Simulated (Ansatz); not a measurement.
**An added F started as a split pair with a F atom in rocksalt LiF, 65 atoms, charge 0**

Theory: DFT, PBEsol, PAW, plane waves (Ansatz).

The input as it was run:

```yaml
crystal:
  lattice:
    - [8.015185, 0.000000, 0.000000]
    - [0.000000, 8.015185, 0.000000]
    - [0.000000, 0.000000, 8.015185]
  atoms:
    - { symbol: F, position: [0.254369, 0.998575, 0.005486] }
    - { symbol: F, position: [0.247792, 0.002053, 0.503766] }
    - { symbol: F, position: [0.250244, 0.500732, 0.999234] }
    - { symbol: F, position: [0.190533, 0.442918, 0.498664], spin: 0.125 }
    - { symbol: F, position: [0.750337, 0.000387, 0.998047] }
    - { symbol: F, position: [0.750608, 0.999930, 0.502235] }
    - { symbol: F, position: [0.750631, 0.496114, 0.000233] }
    - { symbol: F, position: [0.749319, 0.503504, 0.499414] }
    - { symbol: F, position: [0.999353, 0.250223, 0.001422] }
    - { symbol: F, position: [0.998696, 0.250247, 0.501602] }
    - { symbol: F, position: [0.005249, 0.747628, 0.999615] }
    - { symbol: F, position: [0.996482, 0.753306, 0.499375] }
    - { symbol: F, position: [0.498843, 0.249711, 0.001603] }
    - { symbol: F, position: [0.503622, 0.250524, 0.498227] }
    - { symbol: F, position: [0.496114, 0.749651, 0.001406] }
    - { symbol: F, position: [0.499809, 0.749537, 0.499147] }
    - { symbol: F, position: [0.001280, 0.997719, 0.248298] }
    - { symbol: F, position: [0.001724, 0.999572, 0.756946] }
    - { symbol: F, position: [0.998219, 0.497116, 0.249635] }
    - { symbol: F, position: [0.998539, 0.497123, 0.750327] }
    - { symbol: F, position: [0.496540, 0.994144, 0.250695] }
    - { symbol: F, position: [0.500892, 0.998428, 0.750732] }
    - { symbol: F, position: [0.498160, 0.501461, 0.249734] }
    - { symbol: F, position: [0.500206, 0.497598, 0.747303] }
    - { symbol: F, position: [0.246895, 0.250927, 0.249549] }
    - { symbol: F, position: [0.252599, 0.248948, 0.750378] }
    - { symbol: F, position: [0.249328, 0.750099, 0.249406] }
    - { symbol: F, position: [0.253208, 0.748973, 0.747536] }
    - { symbol: F, position: [0.749786, 0.247341, 0.249994] }
    - { symbol: F, position: [0.747013, 0.251322, 0.752424] }
    - { symbol: F, position: [0.751968, 0.746890, 0.249580] }
    - { symbol: F, position: [0.751972, 0.745740, 0.752578] }
    - { symbol: F, position: [0.303708, 0.551058, 0.500638], spin: 0.125 }
    - { symbol: Li, position: [0.001026, 0.000458, 0.998217] }
    - { symbol: Li, position: [0.000840, 0.999820, 0.497462] }
    - { symbol: Li, position: [0.006005, 0.504435, 0.998668] }
    - { symbol: Li, position: [0.999659, 0.496438, 0.498737], spin: 0.125 }
    - { symbol: Li, position: [0.502595, 0.999166, 0.998123] }
    - { symbol: Li, position: [0.504460, 0.996472, 0.500711] }
    - { symbol: Li, position: [0.504918, 0.496527, 0.997440] }
    - { symbol: Li, position: [0.501089, 0.498525, 0.500093], spin: 0.125 }
    - { symbol: Li, position: [0.244031, 0.249188, 0.003291] }
    - { symbol: Li, position: [0.248338, 0.248850, 0.499690], spin: 0.125 }
    - { symbol: Li, position: [0.252585, 0.748881, 0.000474] }
    - { symbol: Li, position: [0.252551, 0.746888, 0.500748], spin: 0.125 }
    - { symbol: Li, position: [0.753538, 0.248430, 0.999541] }
    - { symbol: Li, position: [0.750004, 0.248393, 0.499964] }
    - { symbol: Li, position: [0.748783, 0.749956, 0.998310] }
    - { symbol: Li, position: [0.748763, 0.751528, 0.504712] }
    - { symbol: Li, position: [0.248825, 0.998580, 0.250995] }
    - { symbol: Li, position: [0.251147, 0.001841, 0.747617] }
    - { symbol: Li, position: [0.246788, 0.501139, 0.252496], spin: 0.125 }
    - { symbol: Li, position: [0.251371, 0.501151, 0.746605], spin: 0.125 }
    - { symbol: Li, position: [0.749718, 0.999645, 0.249617] }
    - { symbol: Li, position: [0.748161, 0.005165, 0.749756] }
    - { symbol: Li, position: [0.750065, 0.494299, 0.251498] }
    - { symbol: Li, position: [0.751177, 0.497407, 0.749845] }
    - { symbol: Li, position: [0.003767, 0.247425, 0.253307] }
    - { symbol: Li, position: [0.999716, 0.251058, 0.750641] }
    - { symbol: Li, position: [0.002193, 0.750068, 0.248983] }
    - { symbol: Li, position: [0.999799, 0.753213, 0.750634] }
    - { symbol: Li, position: [0.498006, 0.247263, 0.248770] }
    - { symbol: Li, position: [0.500935, 0.250270, 0.749376] }
    - { symbol: Li, position: [0.499134, 0.744647, 0.252620] }
    - { symbol: Li, position: [0.498878, 0.748094, 0.751604] }
  symmetry: { detect: false }
kpoints:
  mp_grid: { grid: [1, 1, 1], shift: [0.25, 0.25, 0.25] }
hamiltonian:
  xc: pbesol
magnetization:
  spin_polarized: true
scf:
  occupations: { method: fermi_dirac, width: 0.01 }
relax:
  f_tol: 0.03
  max_steps: 80
  escape_saddle: false
  adjacent_minimum: "off"
output:
  forces: true
  eigenvalues: true
  populations: true
```

Launch command:

```sh
ansatz run in.yaml --threads 7 --pin off --max-ram 13300MiB --runs-dir r --events-out ev --progress --plain
```

Output (machine lines and repeated set-up lines are left out; […] marks rows cut from tables):

```
Pseudopotentials: kind: paw
Functional definition: PBEsol
  exchange = pbesol_x
  correlation = pbesol_c
Crystal: 65 atoms, lattice volume = 514.921 Å³
Basis set: ecut = 420 eV, 10059 PW (Γ), exchange–correlation on 108×108×108 points (8 copies of the dense FFT grid, shifted against one another)
Bands: 229, of which v1, the nominal top of the filled ones, is band 164 counted from 1 (163 counted from 0)
Symmetry: 1 space group operations
k-points: 1
Non-local potential: F, projectors of the file, l = 0: 2, l = 1: 2, l = 2: 1
Non-local potential: Li, projectors of the file, l = 0: 3, l = 1: 2, l = 2: 1
[…]
Initial density: superposition of atomic densities (chi_scale 0.1, normalization cell, long waves kept (reshape's long-wave potential 0.30 eV rms))
Starting moments: Σ|m| = 1 μB on 8 of 65 sites
Initial wavefunctions: pseudopotential atomic-orbital guess
Functional: x = pbesol(κ = 0.804, μ = 0.12345679012345678), c = pbesol(β = 0.046)
SCF iter   1: F=—  HF=-33001.551161 eV  |F-HF|=—  |Δ(HF+E_count)|=         —  Δρ=4.05e-2 (↑3.98e-2 ↓4.05e-2)  dr2=2.90e1  dr2_m=2.21e-1  M=0.358 μB ∫|m|=0.376 μB  β_m=0.30  ethr=3.10e-3  ⟨swp⟩=6.0  Hψ=1986  notcnv=0  defer=52
[…]
spin=Collinear: Kerker preconditioning applied to the charge; magnetization (m = ρ↑ − ρ↓) channel mixes plain (no charge-response kernel on spin).
SCF iter   2: F=—  HF=-32998.606061 eV  |F-HF|=—  |Δ(HF+E_count)|=    2.95e0  Δρ=2.87e-2 (↑2.39e-2 ↓2.87e-2)  dr2=8.24e0  dr2_m=7.32e-1  M=0.995 μB ∫|m|=1.011 μB  β_m=0.30  ethr=3.10e-3  ⟨swp⟩=3.0  Hψ=808  notcnv=0  defer=116
[…]
spin=Collinear: Resta preconditioning applied to the charge; magnetization (m = ρ↑ − ρ↓) channel mixes plain (no charge-response kernel on spin).
[…]
Mixer restart at iter 8: flushing history
spin-set hold released at iteration 8 (site moments contracting): the magnetisation degrees of freedom join the quasi-Newton model from the next iteration; the mixer history was flushed
[…]
SCF 1 converged in 12 iterations: F = -32998.190970 eV  dr2 = 2.31e-6
[…]
relax step   1: F+E_penalty+E_count = -32998.19096989 eV  Δ(F+E_penalty+E_count) = +0.000e0 eV  max|allowed force component| = 2.368e1 eV/Å  Δτ_max = 0.0000 Å  (12 SCF iters, dr2 threshold 2.25e-5 eV, accepted)
Initial density: handed on by an earlier stage of this run
Starting moments: Σ|m| = 1 μB on 8 of 65 sites; this step starts from the density that it was given
Initial wavefunctions: those handed on with the density
[…]
spin=Collinear: Resta preconditioning applied to the charge; magnetization (m = ρ↑ − ρ↓) channel mixes plain (no charge-response kernel on spin).
[…]
relax step   2: F+E_penalty+E_count = -33004.36205294 eV  Δ(F+E_penalty+E_count) = -6.171e0 eV  max|allowed force component| = 2.854e0 eV/Å  Δτ_max = 0.1804 Å  (6 SCF iters, dr2 threshold 1.00e-4 eV, accepted)
[…]
spin=Collinear: Resta preconditioning applied to the charge; magnetization (m = ρ↑ − ρ↓) channel mixes plain (no charge-response kernel on spin).
relax step   3: F+E_penalty+E_count = -33005.34503275 eV  Δ(F+E_penalty+E_count) = -9.830e-1 eV  max|allowed force component| = 3.713e-1 eV/Å  Δτ_max = 0.2000 Å  (7 SCF iters, dr2 threshold 1.00e-4 eV, accepted)
[…]
spin=Collinear: Resta preconditioning applied to the charge; magnetization (m = ρ↑ − ρ↓) channel mixes plain (no charge-response kernel on spin).
relax step   4: F+E_penalty+E_count = -33005.42524878 eV  Δ(F+E_penalty+E_count) = -8.022e-2 eV  max|allowed force component| = 1.466e-1 eV/Å  Δτ_max = 0.0855 Å  (7 SCF iters, dr2 threshold 8.62e-6 eV, accepted)
[…]
spin=Collinear: Resta preconditioning applied to the charge; magnetization (m = ρ↑ − ρ↓) channel mixes plain (no charge-response kernel on spin).
relax step   5: F+E_penalty+E_count = -33005.43029312 eV  Δ(F+E_penalty+E_count) = -5.044e-3 eV  max|allowed force component| = 8.571e-2 eV/Å  Δτ_max = 0.1559 Å  (8 SCF iters, dr2 threshold 1.34e-6 eV, accepted)
[…]
spin=Collinear: Resta preconditioning applied to the charge; magnetization (m = ρ↑ − ρ↓) channel mixes plain (no charge-response kernel on spin).
relax step   6: F+E_penalty+E_count = -33005.45124167 eV  Δ(F+E_penalty+E_count) = -2.095e-2 eV  max|allowed force component| = 4.431e-2 eV/Å  Δτ_max = 0.2000 Å  (9 SCF iters, dr2 threshold 1.15e-6 eV, accepted)
[…]
spin=Collinear: Resta preconditioning applied to the charge; magnetization (m = ρ↑ − ρ↓) channel mixes plain (no charge-response kernel on spin).
relax step   7: F+E_penalty+E_count = -33005.41463309 eV  Δ(F+E_penalty+E_count) = +3.661e-2 eV  max|allowed force component| = 4.015e-1 eV/Å  Δτ_max = 0.1953 Å  (11 SCF iters, rejected (line search))
[…]
spin=Collinear: Resta preconditioning applied to the charge; magnetization (m = ρ↑ − ρ↓) channel mixes plain (no charge-response kernel on spin).
[…]
SCF 8 converged in 10 iterations: F = -33005.454392 eV  dr2 = 1.11e-8
  greatest PAW one-centre occupation: 1.000 electrons in one spin orbital (limit 2), on the Li atom at site 44 (counted from 0), in its partial waves of l = 0
relax step   8: F+E_penalty+E_count = -33005.45439198 eV  Δ(F+E_penalty+E_count) = -3.150e-3 eV  max|allowed force component| = 4.886e-3 eV/Å  Δτ_max = 0.0740 Å  (10 SCF iters, accepted)
[…]
preconditioner: auto → Resta (q_TF=auto, 2.529 Å⁻¹)  ε∞=2.7  [insulator: Δε(μ)=1.324 eV  Ē_g=20.178 eV  σ=0.010 eV  W_gap=1.00  n_scr=146 (ndim 8)  ℏωp=26.5 eV  f_vac=0.000  D(μ)=0.00/eV (n_scr^D=0)  ε∞_Penn≈2.7]
spin=Collinear: Resta preconditioning applied to the charge; magnetization (m = ρ↑ − ρ↓) channel mixes plain (no charge-response kernel on spin).
[…]
SCF iter   7: F=—  HF=-33005.454706 eV  |F-HF|=—  |Δ(HF+E_count)|=   1.70e-7  Δρ=6.39e-6 (↑3.76e-6 ↓6.39e-6)  dr2=2.87e-7  dr2_m=4.69e-8  M=1.000 μB ∫|m|=1.096 μB  β_m=0.65  ethr=5.28e-10  ⟨swp⟩=2.0  Hψ=601  notcnv=0  defer=120
SCF iter   8: F=-33005.454706 eV  HF=-33005.454706 eV  |F-HF|=4.34e-9  |Δ(HF+E_count)|=   1.47e-8  Δρ=1.05e-6 (↑1.03e-6 ↓1.05e-6)  dr2=1.47e-8  dr2_m=5.58e-10  M=1.000 μB ∫|m|=1.096 μB  ethr=3.06e-11  ⟨swp⟩=13.0  Hψ=2049  notcnv=0
SCF 9 converged in 8 iterations: F = -33005.454706 eV  dr2 = 1.47e-8
relax step   9: F+E_penalty+E_count = -33005.45470633 eV  Δ(F+E_penalty+E_count) = -3.143e-4 eV  max|allowed force component| = 1.180e-2 eV/Å  Δτ_max = 0.0377 Å  (8 SCF iters, accepted)
SCF converged after 8 iterations
Magnetization: 1.0000 μB (164.0000 up, 163.0000 down)
Absolute magnetization: 1.0982 μB (∫|ρ↑−ρ↓|, with the PAW one-centre terms)
Spin contamination: 0.0019 ħ² per cell (⟨S²⟩ above its minimum at these occupations)
Per-site moments (μB) at R_I (Å): [(7.20598731831985e-5, 0.8018699671185789), (-1.2388997826833754e-5, 0.7452509121988286), (-5.856615607249637e-6, 0.8224382625274599), (0.23705603124939736, 0.7421846552644823), (-1.2337963144794807e-6, 0.8229957037343256), (0.013659885295786652, 0.7836401476053618), (7.197379437284703e-5, 0.8019102204907055), (-1.2792027164374093e-5, 0.745336794101778), (-1.22956
Free energy (F): -33005.454706 eV
Harris-Foulkes:  -33005.454706 eV  (|F-HF|=4.34e-9)
Internal energy: -33005.454706 eV  (E = F + TS)
E sigma→0 (E₀):  -33005.454706 eV
Fermi energy:    2.671463 eV
--- Per-component energies (eV) ---
  E_band       = -3715.667446
  E_kinetic    = 7574.339056
  E_local      = -20770.840374  (includes V_loc(G=0)·N_el)
  E_nonlocal   = 1383.743595
  E_hartree    = 7244.394901
  E_xc         = -2970.948640
  E_vxc        = -3836.024529  (∫ρ·V_xc dr)
  E_paw        = -7026.068007  (= ΣΔE_a)
  E_vpaw       = -2555.743538  (= ΣTr[D̂ρ^β])
  E_aug_tail   = 0.069136  (compensation charges beyond the density's cutoff)
  E_ewald      = -18441.544980
  E_core_change = 1.400607  (= ΣΔE_core)
  E_smearing   = -0.000000  (= −TS)
  E_closure    = 0.000000  (closes the sum)
  Σ components = -33005.454706   (vs F -33005.454706, Δ=0.00e0)
--- Forces (eV/Å), atoms counted from 1 ---
  atom   1  F      0.00048153     0.00022363    -0.00099778
  atom   2  F     -0.00085935     0.00283630     0.00159793
  atom   3  F     -0.00028276     0.00014403    -0.00173452
  atom   4  F     -0.01178986    -0.00883815     0.00474310
  atom   5  F      0.00043284     0.00081372    -0.00045890
  atom   6  F      0.00344384     0.00382309    -0.00056396
  atom   7  F      0.00050504    -0.00012677    -0.00119065
  atom   8  F      0.00358230    -0.00038165     0.00166994
  atom   9  F      0.00167047     0.00185773    -0.00033073
  atom  10  F     -0.00234076    -0.00230381     0.00093217
  atom  11  F      0.00232625    -0.00157083    -0.00119018
  atom  12  F      0.00388198    -0.00148313     0.00064552
  atom  13  F     -0.00146516     0.00164785    -0.00149854
  atom  14  F     -0.00053667     0.00396888     0.00120217
  atom  15  F     -0.00167264    -0.00090833    -0.00097532
  atom  16  F      0.00725660     0.00715712     0.00255988
  atom  17  F      0.00137122    -0.00040469    -0.00013643
[…]
  atom  49  Li    -0.00393261    -0.00032650     0.00109888
  atom  50  Li     0.00035542    -0.00024766     0.00263429
  atom  51  Li     0.00083789    -0.00040892    -0.00247901
  atom  52  Li     0.00177965     0.00143275    -0.00077537
  atom  53  Li    -0.00060910    -0.00108020     0.00044643
  atom  54  Li    -0.00034294    -0.00009206    -0.00069722
  atom  55  Li    -0.00070920    -0.00084688     0.00022967
  atom  56  Li    -0.00128340    -0.00006978     0.00169198
  atom  57  Li    -0.00051383     0.00043078    -0.00207727
  atom  58  Li    -0.00045813    -0.00086065    -0.00035813
  atom  59  Li    -0.00032123    -0.00104329    -0.00047005
  atom  60  Li    -0.00028693     0.00076709    -0.00013941
  atom  61  Li    -0.00172144     0.00071726     0.00044882
  atom  62  Li    -0.00006493    -0.00031799     0.00039962
  atom  63  Li     0.00032326    -0.00223257    -0.00021261
  atom  64  Li     0.00015469     0.00034515    -0.00118414
  atom  65  Li     0.00063808     0.00030669    -0.00109821
  max |Σ_I F_I| component: 1.00e-3 eV/Å
--- Band table (eV) ---
  k-point 0 ↑: bands = ["-39.1033", "-39.0960", "-39.0923", "-39.0849", "-38.9642", "-38.9377", "-38.9358", "-38.9197", "-38.9187", "-38.9145", "-38.9111", "-38.9046", "-38.8965", "-38.8956", "-38.8904", "-38.8884", "-38.8817", "-38.8816", "-38.8777", "-38.8767", "-38.8703", "-38.8674", "-38.8538", "-38.8501", "-38.8447", "-38.8407", "-38.8256", "-38.8165", "-38.8109", "-38.8090", "-38.8014", "-38 …
  k-point 0 ↓: bands = ["-39.1043", "-39.0970", "-39.0932", "-39.0859", "-38.9638", "-38.9373", "-38.9357", "-38.9197", "-38.9187", "-38.9146", "-38.9110", "-38.9049", "-38.8966", "-38.8958", "-38.8904", "-38.8884", "-38.8821", "-38.8820", "-38.8778", "-38.8768", "-38.8712", "-38.8687", "-38.8538", "-38.8501", "-38.8447", "-38.8407", "-38.8246", "-38.8156", "-38.8097", "-38.8090", "-38.8005", "-38 …
--- Relaxed structure (9 steps of the walk, 8 accepted, 0 SCFs on fresh bases) ---
  F+E_penalty+E_count = -33005.45470633 eV   max|allowed force component| = 1.180e-2 eV/Å
  atoms:
    - { symbol: F, position: [0.24758520399719033, 0.9983430828879107, 0.0002581416507448559] }
    - { symbol: F, position: [0.24772876807728508, -0.00010082041393647418, 0.500195767394922] }
    - { symbol: F, position: [0.2482966405211309, 0.4972412365436547, 1.0002092052003475] }
    - { symbol: F, position: [0.20273048587900722, 0.45160484607209317, 0.5001900093865945] }
    - { symbol: F, position: [0.7486905756447606, -0.002359409266308739, 1.0002218991784633] }
    - { symbol: F, position: [0.7558211935781662, 1.004766654450748, 0.5002329159663393] }
    - { symbol: F, position: [0.7493832367761838, 0.49655238079206065, 0.00026828273797032163] }
    - { symbol: F, position: [0.7509342226426505, 0.4966685426143161, 0.5001895603191177] }
    - { symbol: F, position: [0.9978348337878379, 0.2467819703873393, 0.00022932796694119986] }
    - { symbol: F, position: [0.9906532133989668, 0.23962186396863647, 0.5001709770242319] }
    - { symbol: F, position: [-0.002894104177381824, 0.7479590882288539, 1.0002535739573246] }
    - { symbol: F, position: [0.9955285898799792, 0.7478160652913869, 0.500220998248178] }
    - { symbol: F, position: [0.4990098634417417, 0.24607513817607973, 0.00025619713291499515] }
    - { symbol: F, position: [0.4988716214898382, 0.2444755574706514, 0.500211998043256] }
    - { symbol: F, position: [0.4982946865753121, 0.7472394168897697, 0.00020116338298820636] }
    - { symbol: F, position: [0.5435739254932865, 0.792517516478339, 0.5000552007118426] }
    - { symbol: F, position: [-0.0018188885546721468, 0.9973128862170348, 0.24981167338990862] }
    - { symbol: F, position: [-0.0018514095220214764, 0.9973525337257705, 0.75059683152174] }
    - { symbol: F, position: [0.9951426535471404, 0.49756567849592026, 0.24698394650820063] }
    - { symbol: F, position: [0.9951296508968693, 0.49757069398413795, 0.753490399408186] }
    - { symbol: F, position: [0.4979942367821809, 1.0003525853806006, 0.24701885242480157] }
    - { symbol: F, position: [0.4979908638356821, 1.0003073248482286, 0.7533917272919696] }
    - { symbol: F, position: [0.5035251075609611, 0.49197896223312193, 0.24513472716286608] }
    - { symbol: F, position: [0.5037262630326558, 0.49182209375747077, 0.7553665966231954] }
    - { symbol: F, position: [0.24863425072456757, 0.24409130248174682, 0.24699094357700588] }
    - { symbol: F, position: [0.24862918105231233, 0.24408146925356325, 0.7534824621210615] }
    - { symbol: F, position: [0.24302841362614494, 0.7524917082996048, 0.24511860800440444] }
    - { symbol: F, position: [0.2428645815791486, 0.7526865781985823, 0.7553760967349662] }
    - { symbol: F, position: [0.7483491485882947, 0.24714323075053474, 0.2497990541739763] }
    - { symbol: F, position: [0.7484105027319985, 0.24709628149749027, 0.7506048124182974] }
    - { symbol: F, position: [0.7513774838350411, 0.7469501774762538, 0.24700233860981047] }
    - { symbol: F, position: [0.7513444988866358, 0.7469530649857072, 0.7534011785063311] }
    - { symbol: F, position: [0.37303450838712554, 0.6220112374547253, 0.5003146331790579] }
    - { symbol: Li, position: [-0.002389410357991329, -0.0020936267851451766, 1.000225980053359] }
    - { symbol: Li, position: [-0.007171046721946836, 1.0026944040080659, 0.500183907425202] }
    - { symbol: Li, position: [-0.0004551832281785298, 0.49673818517122853, 1.0002613870648442] }
    - { symbol: Li, position: [0.9822718105063878, 0.4941336355999144, 0.5002217354952239] }
    - { symbol: Li, position: [0.49878504064364415, 0.9960006255656485, 1.0002535407652766] }
    - { symbol: Li, position: [0.5015201798937793, 1.013101920002497, 0.5001360739123475] }
    - { symbol: Li, position: [0.49802234301622555, 0.49749269833159376, 1.0002878341483432] }
    - { symbol: Li, position: [0.527299759895537, 0.4682616976980207, 0.5005720034844305] }
    - { symbol: Li, position: [0.24779109394477244, 0.24849019889982157, 0.0002478948888660117] }
    - { symbol: Li, position: [0.2452931294536179, 0.231198516296224, 0.5002362607306975] }
    - { symbol: Li, position: [0.248535893416874, 0.7469733974718981, 0.00026825066291671294] }
    - { symbol: Li, position: [0.2193058115999545, 0.7762930184205156, 0.5006171070085484] }
    - { symbol: Li, position: [0.7489476005837177, 0.24656147133294104, 1.0002500054779244] }
    - { symbol: Li, position: [0.7537254923920981, 0.24179267248059363, 0.5001905043416588] }
    - { symbol: Li, position: [0.7470509336543928, 0.747748108851409, 1.000259432275546] }
    - { symbol: Li, position: [0.7641551901666939, 0.7504188852139615, 0.5001437277859944] }
    - { symbol: Li, position: [0.24831754664869712, 0.9984293270336493, 0.2428037114157856] }
    - { symbol: Li, position: [0.24828086988988732, -0.0014506207243603815, 0.7577286812679676] }
    - { symbol: Li, position: [0.24816798392262235, 0.4971149239284211, 0.25466574626902866] }
    - { symbol: Li, position: [0.24819092080672744, 0.49715052233467494, 0.7459273046848892] }
    - { symbol: Li, position: [0.7481071126210952, 0.997047567989759, 0.24921224789642535] }
    - { symbol: Li, position: [0.7481350156322661, -0.002908072664713491, 0.7512008066900386] }
    - { symbol: Li, position: [0.7494999702506238, 0.497286450167443, 0.24282977916023005] }
    - { symbol: Li, position: [0.7495820908998405, 0.4972552874936695, 0.7577266620790943] }
    - { symbol: Li, position: [-0.0015122615748511805, 0.24743417174461974, 0.24925715015068958] }
    - { symbol: Li, position: [0.9984615864008903, 0.24743685751085784, 0.7512244020664318] }
    - { symbol: Li, position: [-0.0029197124703725427, 0.7472015750107943, 0.2428932582759233] }
    - { symbol: Li, position: [0.9969781115493044, 0.7472419400398241, 0.7576213677499588] }
    - { symbol: Li, position: [0.49827440142534357, 0.2460291808499381, 0.24287317577246198] }
    - { symbol: Li, position: [0.4983072042106733, 0.2459596891567167, 0.7576452313418399] }
    - { symbol: Li, position: [0.4983389260569299, 0.747293071452001, 0.25462240042891604] }
    - { symbol: Li, position: [0.4984505908747209, 0.7474203805054257, 0.7459363292711816] }
--- Löwdin populations: 65 sites ---
  site symbol       q [e]    m [muB]
     0      F      7.7184     0.0001
     1      F      7.7180     0.0000
[…]
    63     Li      2.2214    -0.0012
    64     Li      2.2212    -0.0012
  spilling = 0.005880 (of n_electrons = 327.000000)
```

Absolute energies hang on the potentials; compare differences alone.

One k point and one spin start were run, so the state needn't be the lowest, and an added charge can sit in a band of the host.

Time: 68 s of wall time on 7 threads of a Neoverse-V2 processor, on a host shared with other runs; peak host memory 1.6 GiB.
